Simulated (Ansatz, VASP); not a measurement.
One calculation of BN, two programs

```
CELL_PARAMETERS angstrom
2.68437 0.00154 0.00000
1.34084 2.32551 0.00000
0.00000 0.00000 26.00000
ATOMIC_POSITIONS crystal
B 0.49998 0.49998 0.50000
N 0.83332 0.83332 0.50000
```

Change from the starting cell: biaxial strain +0.070, atoms relaxed.

Alike in both runs: functional PBE; dispersion D3(BJ); k mesh 10 × 10 × 1; occupations gaussian, width 0.02 eV; no spin polarisation.

Ansatz relaxed the structure, and its values are those at the end. VASP's run is a single point on that final structure, the one shown.

|  | VASP | Ansatz |
| --- | --- | --- |
| version | VASP 6.6.1 | Ansatz 0.2.0 |
| potentials or method | VASP PAW PBE potentials, release 64 (B, N) | scalar-relativistic, plane waves, PAW |
| plane-wave cutoff (eV) | 520 | 420 |
| valence electrons in the cell | 8 | 8 |

```csv
,VASP,Ansatz,Ansatz less VASP
gap on the k mesh at the Fermi level (eV),4.41,4.41,+0.002
least direct gap on the mesh (eV),4.41,4.41,+0.002
```

Ansatz warned: «near_symmetry_operations_not_taken».
